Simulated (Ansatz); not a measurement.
# SrO (P1) in Ansatz: convergence with wavefunction cutoff

Aim: find how far wavefunction cutoff must go before the results for SrO settle, at PBEsol. This setting moves, with any that are tied to it; all else stays.

Everything below comes from runs of Ansatz 0.2.0. Logs are shortened: lines on timing, memory, paths and dates and some standing lists are left out, and cuts for length are marked.

### 1 The cell of the first run

The typed cell holds 2 atoms: a = 3.629 Å, b = 3.629 Å, c = 3.629 Å, α = 60.00°, β = 60.00°, γ = 60.00°.

The cell isn't the ideal one: atoms moved at random, drawn with an rms of 0.05 Å.

### 2 With wavefunction cutoff 400 eV

File input.yaml:

```yaml
crystal:
  lattice:
    - [0.0, 2.5663, 2.5663]
    - [2.5663, 0.0, 2.5663]
    - [2.5663, 2.5663, 0.0]
  atoms:
    - { symbol: Sr, position: [0.498042, 0.49679, 0.50611] }
    - { symbol: O, position: [0.022373, -0.002082, -0.004903] }
hamiltonian:
  xc: pbesol
  pseudopotentials: { kind: paw, source: jth, xc_functional: pbe }
kpoints:
  mp_grid: { grid: [7, 7, 7] }
scf:
  occupations: { method: cold, width: 0.05 }
output:
  forces: true
  stress: true
  eigenvalues: true
basis:
  ecutwfc: "400 eV"
```

Potentials or basis: JTH PAW.

The run is started by

```
$ ansatz run input.yaml --threads 2 --pin off --max-ram 5632MiB --backend cpu --events-out ev --progress --plain --runs-dir out
```

Standard output:

```text
Warning: basis.ecutwfc = 400 eV is below the records' recommended 1380 eV, and the density's cutoff is lower with it unless basis.ecutrho_ratio is high enough to keep the records' density cutoff: compare with a run at a higher cutoff
Warning: the checks of this Sr dataset prove no rule for summing its radial tables, as where they were carried onto another mesh than they were made on, and Gregory's rule is taken, under which a leading mesh point left out moves its sums only by what lay on the interval it spanned. That does not make them correct, and they differ from Quantum ESPRESSO's on this file; a re-export a fraction of a mesh step off can move them. hamiltonian.pseudopotentials.radial_quadrature: simpson_from_first_knot sums it by `pw.x`'s rule; on a PAW file no value gives `pw.x`'s numbers. What more to know: hamiltonian.pseudopotentials.radial_quadrature, in the input reference
Warning: the checks of this O dataset prove no rule for summing its radial tables, as where they were carried onto another mesh than they were made on, and Gregory's rule is taken, under which a leading mesh point left out moves its sums only by what lay on the interval it spanned. That does not make them correct, and they differ from Quantum ESPRESSO's on this file; a re-export a fraction of a mesh step off can move them. hamiltonian.pseudopotentials.radial_quadrature: simpson_from_first_knot sums it by `pw.x`'s rule; on a PAW file no value gives `pw.x`'s numbers. What more to know: hamiltonian.pseudopotentials.radial_quadrature, in the input reference
Warning: RAYON_NUM_THREADS=2 ignored (pool sized by the plan → 2); use --threads N
Engine: ansatz 0.2.0, x86_64-unknown-linux-gnu
Pseudopotentials: kind: paw
Pseudopotential: Sr, paw, valence charge 10, recommended cutoff 690 eV (normal), Sr.paw.azcp
Pseudopotential: O, paw, valence charge 6, recommended cutoff 1380 eV (normal), O.paw.azcp
Functional definition: PBEsol
  exchange = pbesol_x
  correlation = pbesol_c
Crystal: 2 atoms, lattice volume = 33.803 Å³
Basis set: ecut = 400 eV, 609 PW (Γ), exchange–correlation on 48×48×48 points (8 copies of the dense FFT grid, shifted against one another)
Bands: 12, of which v1, the nominal top of the filled ones, is band 8 counted from 1 (7 counted from 0)
Symmetry: 1 space group operations
Space group: P1 (ITA 1), of the structure as read, at distance tolerance 3.2e-5 Å
k-points: 172 of 343 (time reversal used)
Non-local potential: Sr, projectors of the file, l = 0: 2, l = 1: 2, l = 2: 2
[... 16 lines left out ...]
SCF 1 converged in 6 iterations: F = -4052.566834 eV  dr2 = 8.66e-8
SCF converged after 6 iterations
Stability not checked: this state was not tested for a lower state beside it, because cold or Methfessel-Paxton smearing, or corrected tetrahedra, fill the levels in a way that the test cannot read (fill_not_monotonic; see scf.lower_state_search)
Free energy (F): -4052.566834 eV
Harris-Foulkes:  -4052.566834 eV  (|F-HF|=6.31e-8)
Internal energy: -4052.566834 eV  (E = F + TS)
E sigma→0 (E₀):  -4052.566834 eV
Fermi energy:    9.499104 eV
Step filling:    the computed levels leave a gap of 3.3214 eV = 66.4 smearing widths at the electron count; against every level under it full and every level over it empty, smearing changes F+E_penalty+E_count by +0.00e0 meV and its σ→0 estimate by +0.00e0 meV
--- Per-component energies (eV) ---
  E_band       = -58.756239
  E_kinetic    = 464.263924
  E_local      = -792.339303  (includes V_loc(G=0)·N_el)
  E_nonlocal   = 141.379240
  E_hartree    = 231.875664
  E_xc         = -266.869361
  E_vxc        = -292.033359  (∫ρ·V_xc dr)
  E_paw        = -2773.257790  (= ΣΔE_a)
  E_vpaw       = -43.783453  (= ΣTr[D̂ρ^β])
  E_aug_tail   = 0.001233  (compensation charges beyond the density's cutoff)
  E_ewald      = -1057.791870
  E_core_change = 0.171430  (= ΣΔE_core)
  E_smearing   = -0.000000  (= −TS)
  E_closure    = 0.000000  (closes the sum)
  Σ components = -4052.566834   (vs F -4052.566834, Δ=0.00e0)
--- Forces (eV/Å), atoms counted from 1 ---
  atom   1  Sr    -0.05047934     0.06839907     0.13518975
  atom   2  O      0.05047982    -0.06840332    -0.13519822
  max |Σ_I F_I| component: 8.47e-6 eV/Å
--- Stress (GPa, compression-positive) ---
       -0.839392       0.011134       0.021628
        0.011134      -0.778466      -0.029218
        0.021628      -0.029218      -0.417851
  P = ⅓ Tr σ = -0.6786 GPa (-6.786 kbar)
--- Band table (eV; the first three rows and the last of 172) ---
  k-point 0: bands = ["-24.3377", "-7.2285", "-5.9817", "-5.9813", "-5.9671", "7.7978", "7.8001", "7.8030", "11.6844", "14.0404", "14.0565", "14.0708"]
  k-point 1: bands = ["-24.3107", "-7.6504", "-6.0025", "-5.9982", "-5.6086", "7.2187", "7.5545", "7.5679", "12.5836", "13.8293", "14.4388", "14.4627"]
  k-point 2: bands = ["-24.2492", "-8.2797", "-6.0376", "-6.0347", "-5.1344", "6.2799", "7.0726", "7.0834", "13.8294", "14.3991", "15.4775", "15.4957"]
  k-point 171: bands = ["-24.1821", "-8.5680", "-6.2519", "-6.1020", "-5.0187", "5.9116", "6.7678", "6.8997", "14.2984", "15.1069", "16.8475", "17.2807"]
```

Run time: 1.4 s. Hardware: 2 threads of Intel Xeon Gold 6455B (Sapphire Rapids), shared host; peak memory 0.38 GiB.

Results:

* Free energy: -4052.5668 eV
* Pressure: -0.7 GPa
* Largest force: 0.160 eV/Å
* Band gap on the k mesh: 3.32 eV, indirect (least direct gap 3.40 eV)

### 3 With wavefunction cutoff 500 eV

input.yaml: that of step 2 with these lines changed.

```diff
@@ -20,2 +20,2 @@
 basis:
-  ecutwfc: "400 eV"
+  ecutwfc: "500 eV"
```

Potentials or basis: JTH PAW.

The run is started by

```
$ ansatz run input.yaml --threads 2 --pin off --max-ram 5632MiB --backend cpu --events-out ev --progress --plain --runs-dir out
```

It took 1.8 s on 2 threads of Intel Xeon Gold 6455B (Sapphire Rapids), shared host; peak memory 0.4 GiB.

What came out:

| Item | Value |
| --- | --- |
| Free energy | -4052.8084 eV |
| Pressure | -0.5 GPa |
| Largest force | 0.155 eV/Å |
| Band gap on the k mesh | 3.33 eV, indirect (least direct gap 3.40 eV) |

### 4 With wavefunction cutoff 600 eV

input.yaml: that of step 3 with these lines changed.

```diff
@@ -20,2 +20,2 @@
 basis:
-  ecutwfc: "500 eV"
+  ecutwfc: "600 eV"
```

The run is started by

```
$ ansatz run input.yaml --threads 2 --pin off --max-ram 5632MiB --backend cpu --events-out ev --progress --plain --runs-dir out
```

Run time: 2.1 s. Hardware: 2 threads of Intel Xeon Gold 6455B (Sapphire Rapids), shared host; peak memory 0.43 GiB.

What came out:

- Free energy: -4052.8206 eV
- Pressure: -0.5 GPa
- Largest force: 0.156 eV/Å
- Band gap on the k mesh: 3.33 eV, indirect (least direct gap 3.40 eV)

### 5 With wavefunction cutoff 700 eV

input.yaml: that of step 4 with these lines changed.

```diff
@@ -20,2 +20,2 @@
 basis:
-  ecutwfc: "600 eV"
+  ecutwfc: "700 eV"
```

The run is started by

```
$ ansatz run input.yaml --threads 2 --pin off --max-ram 5632MiB --backend cpu --events-out ev --progress --plain --runs-dir out
```

Wall time 2.9 s (2 threads of Intel Xeon Gold 6455B (Sapphire Rapids), shared host); peak memory 0.48 GiB.

Results:

| Property | Result |
| --- | --- |
| Free energy | -4052.8286 eV |
| Pressure | -0.5 GPa |
| Largest force | 0.155 eV/Å |
| Band gap on the k mesh | 3.33 eV, indirect (least direct gap 3.40 eV) |

### 6 With wavefunction cutoff 850 eV

input.yaml: that of step 5 with these lines changed.

```diff
@@ -20,2 +20,2 @@
 basis:
-  ecutwfc: "700 eV"
+  ecutwfc: "850 eV"
```

Potentials or basis: JTH PAW.

The run is started by

```
$ ansatz run input.yaml --threads 2 --pin off --max-ram 5632MiB --backend cpu --events-out ev --progress --plain --runs-dir out
```

Wall time 3.6 s (2 threads of Intel Xeon Gold 6455B (Sapphire Rapids), shared host); peak memory 0.54 GiB.

It converged, with:

- Free energy: -4052.8461 eV
- Pressure: -0.5 GPa
- Largest force: 0.157 eV/Å
- Band gap on the k mesh: 3.33 eV, indirect (least direct gap 3.40 eV)

### 7 With wavefunction cutoff 1000 eV

input.yaml: that of step 6 with these lines changed.

```diff
@@ -20,2 +20,2 @@
 basis:
-  ecutwfc: "850 eV"
+  ecutwfc: "1000 eV"
```

The run is started by

```
$ ansatz run input.yaml --threads 2 --pin off --max-ram 5632MiB --backend cpu --events-out ev --progress --plain --runs-dir out
```

It took 4.4 s on 2 threads of Intel Xeon Gold 6455B (Sapphire Rapids), shared host; peak memory 0.61 GiB.

It converged, with:

```
Free energy            : -4052.8526 eV
Pressure               : -0.5 GPa
Largest force          : 0.157 eV/Å
Band gap on the k mesh : 3.33 eV, indirect (least direct gap 3.40 eV)
```

### 8 With wavefunction cutoff 1200 eV

input.yaml: that of step 7 with these lines changed.

```diff
@@ -20,2 +20,2 @@
 basis:
-  ecutwfc: "1000 eV"
+  ecutwfc: "1200 eV"
```

The run is started by

```
$ ansatz run input.yaml --threads 2 --pin off --max-ram 5632MiB --backend cpu --events-out ev --progress --plain --runs-dir out
```

Run time: 5.4 s. Hardware: 2 threads of Intel Xeon Gold 6455B (Sapphire Rapids), shared host; peak memory 0.73 GiB.

The run converged. Its results:

| Property | Result |
| --- | --- |
| Free energy | -4052.8532 eV |
| Pressure | -0.5 GPa |
| Largest force | 0.156 eV/Å |
| Band gap on the k mesh | 3.33 eV, indirect (least direct gap 3.40 eV) |

### 9 With wavefunction cutoff 1400 eV

input.yaml: that of step 8 with these lines changed.

```diff
@@ -20,2 +20,2 @@
 basis:
-  ecutwfc: "1200 eV"
+  ecutwfc: "1400 eV"
```

Potentials or basis: JTH PAW.

The run is started by

```
$ ansatz run input.yaml --threads 2 --pin off --max-ram 5632MiB --backend cpu --events-out ev --progress --plain --runs-dir out
```

It took 6.6 s on 2 threads of Intel Xeon Gold 6455B (Sapphire Rapids), shared host; peak memory 0.82 GiB.

The run converged. Its results:

* Free energy: -4052.8538 eV
* Pressure: -0.5 GPa
* Largest force: 0.156 eV/Å
* Band gap on the k mesh: 3.33 eV, indirect (least direct gap 3.40 eV)

### 10 With wavefunction cutoff 1700 eV

input.yaml: that of step 9 with these lines changed.

```diff
@@ -20,2 +20,2 @@
 basis:
-  ecutwfc: "1400 eV"
+  ecutwfc: "1700 eV"
```

The run is started by

```
$ ansatz run input.yaml --threads 2 --pin off --max-ram 5632MiB --backend cpu --events-out ev --progress --plain --runs-dir out
```

It took 9 s on 2 threads of Intel Xeon Gold 6455B (Sapphire Rapids), shared host; peak memory 0.89 GiB.

It converged, with:

- Free energy: -4052.8544 eV
- Pressure: -0.5 GPa
- Largest force: 0.156 eV/Å
- Band gap on the k mesh: 3.33 eV, indirect (least direct gap 3.40 eV)

### 11 Summary

```tsv
wavefunction cutoff	energy less the tightest run, at zero smearing (meV/atom)	pressure (GPa)	largest force (eV/Å)	gap on the mesh (eV)	SCF cycles	CPU time (s)	peak memory (GiB)
400 eV	143.78	-0.68	0.160	3.321	6	2.6	0.38
500 eV	22.99	-0.55	0.155	3.326	6	3.5	0.4
600 eV	16.90	-0.53	0.156	3.325	6	4.1	0.43
700 eV	12.91	-0.52	0.155	3.325	6	5.7	0.48
850 eV	4.17	-0.53	0.157	3.326	6	7.1	0.54
1000 eV	0.89	-0.53	0.157	3.326	6	8.7	0.61
1200 eV	0.59	-0.53	0.156	3.326	6	11	0.73
1400 eV	0.28	-0.54	0.156	3.326	6	13	0.82
1700 eV	0.00	-0.53	0.156	3.326	6	18	0.89
```

Against the tightest run, the energy stays within 1 meV/atom from 1000 eV on; the pressure stays within 0.1 GPa from 500 eV on; the largest force stays within 0.005 eV/Å from 400 eV on; the gap on the mesh stays within 0.01 eV from 400 eV on. The tightest run that finished is the yardstick and may itself not be fully converged.

Caveats: odd divisions of the mesh miss points on the zone boundary, where band edges often lie, so the gap on the mesh can be too wide.
